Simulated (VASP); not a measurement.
The system is Ge.

```
CELL_PARAMETERS angstrom
0.00000 2.82891 2.82891
2.82891 0.00000 2.82891
2.82891 2.82891 0.00000
ATOMIC_POSITIONS crystal
Ge 0.75000 0.75000 0.75000
Ge 0.50000 0.50000 0.50000
```

```yaml
Program: VASP 6.6.1
Task: relaxation of cell and atoms
Functional: PBE
Potentials_or_basis: VASP PAW PBE potentials, release 64 (Ge)
Cutoff: 580 eV
k_mesh: 8 × 8 × 8
Occupations: fermi-dirac, width 0.05 eV
Spin: no spin polarisation
```

At the start: pressure 4.5 GPa; volume 22.64 Å³/atom.

**Question.** Where does the relaxation end?

**Answer.** Over 3 steps the energy falls by 20.2 meV/atom and the volume is 24.17 Å³/atom (+6.8 %); space group Fd-3m (No. 227, to 0.05 Å).

The path:
| step | energy change (eV) | largest force (eV/Å) | pressure (GPa) | volume (Å³) |
| --- | --- | --- | --- | --- |
| 1 | 0.0000 | 0.0000 | 4.48 | 45.28 |
| 2 | -0.0352 | 0.0000 | -1.36 | 49.55 |
| 3 | -0.0405 | 0.0000 | 0.00 | 48.34 |

Final structure:
```xyz
2
Lattice="0.0000 2.8913 2.8913 2.8913 0.0000 2.8913 2.8913 2.8913 0.0000" Properties=species:S:1:pos:R:3 pbc="T T T"
Ge    4.3370    4.3370    4.3370
Ge    2.8913    2.8913    2.8913
```

The cell as given is a measured one (22.64 Å³/atom); PBE puts the equilibrium volume +6.8 % from it, thermal expansion not counted.
